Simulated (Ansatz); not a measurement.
# Ce: single point with PBEsol

The system is Ce.

```
Ce
1.0
    -1.92965    1.98838    1.94753
     1.91087   -2.00598    1.94635
     1.89616    1.97250   -1.96514
Ce
1
Direct
  0.01269 0.01560 0.00024
```

The cell isn't the ideal one: cell strained at random at fixed volume.

```
Program             : Ansatz 0.2.0
Task                : single point
Functional          : PBEsol
Potentials or basis : all-electron LAPW, scalar-relativistic
Cutoff              : 168 eV (chosen from the basis error)
Basis error allowed : 0.001 eV/atom
k mesh              : 10 × 10 × 10
Occupations         : fermi-dirac, width 0.05 eV
Spin                : collinear spin, ferromagnetic start
Starting moments    : [1.0] μB
```

```json
{
  "Pressure": "-4.6 GPa",
  "Band gap on the k mesh": "none (metal or under the smearing width)",
  "Net moment": "0.76 μB per cell",
  "Absolute moment": "0.76 μB per cell",
  "Site moments": "Ce +0.67 μB"
}
```

Stress tensor (GPa, compression positive):
```
-6.63  0.18  0.08
 0.18 -2.79  0.09
 0.08  0.09 -4.27
```

Levels at points of the mesh, in eV from the Fermi level:
Spin up:
```csv
k point,band 11,band 12,band 13,band 14,band 15,band 16,band 17,band 18
"(0.00, 0.00, 0.00)",-16.28,-16.22,-3.21,-0.07,-0.04,0.01,0.72,0.75
"(0.00, 0.00, -0.50)",-16.99,-16.34,-2.22,-0.45,0.03,0.23,0.37,0.58
"(0.00, -0.50, 0.00)",-17.00,-16.36,-2.24,-0.65,0.06,0.25,0.38,0.57
"(0.00, -0.50, -0.50)",-16.89,-16.26,-2.14,-0.23,-0.01,0.22,0.38,0.56
"(-0.50, 0.00, 0.00)",-16.92,-16.29,-2.16,-0.20,-0.01,0.21,0.38,0.57
"(-0.50, 0.00, -0.50)",-16.96,-16.33,-2.22,-0.67,0.07,0.26,0.39,0.55
"(-0.50, -0.50, 0.00)",-16.91,-16.29,-2.17,-0.50,0.03,0.26,0.38,0.55
"(-0.50, -0.50, -0.50)",-17.73,-17.62,-2.54,-2.45,0.15,0.38,0.39,0.41
```
Spin down:
| k point | band 12 | band 13 | band 14 | band 15 | band 16 | band 17 |
| --- | --- | --- | --- | --- | --- | --- |
| (0.00, 0.00, 0.00) | -15.95 | -2.94 | 0.35 | 0.38 | 0.40 | 1.02 |
| (0.00, 0.00, -0.50) | -16.08 | -1.97 | -0.18 | 0.38 | 0.55 | 0.66 |
| (0.00, -0.50, 0.00) | -16.10 | -2.00 | -0.38 | 0.41 | 0.56 | 0.68 |
| (0.00, -0.50, -0.50) | -16.00 | -1.88 | 0.04 | 0.38 | 0.54 | 0.67 |
| (-0.50, 0.00, 0.00) | -16.03 | -1.91 | 0.07 | 0.37 | 0.52 | 0.66 |
| (-0.50, 0.00, -0.50) | -16.07 | -1.97 | -0.40 | 0.42 | 0.58 | 0.68 |
| (-0.50, -0.50, 0.00) | -16.03 | -1.92 | -0.23 | 0.40 | 0.58 | 0.68 |
| (-0.50, -0.50, -0.50) | -17.35 | -2.33 | -2.23 | 0.44 | 0.68 | 0.68 |

It took 98 s on 2 threads of Arm Neoverse V2 (shared host), peak memory 0.97 GiB.

Caveat: an open f shell can end in a state above the lowest; the magnetic or orbital state may not be the lowest; spin-orbit coupling is left out, which moves the levels of the heavy elements. The state reached can hang on the start; a lower one may exist.
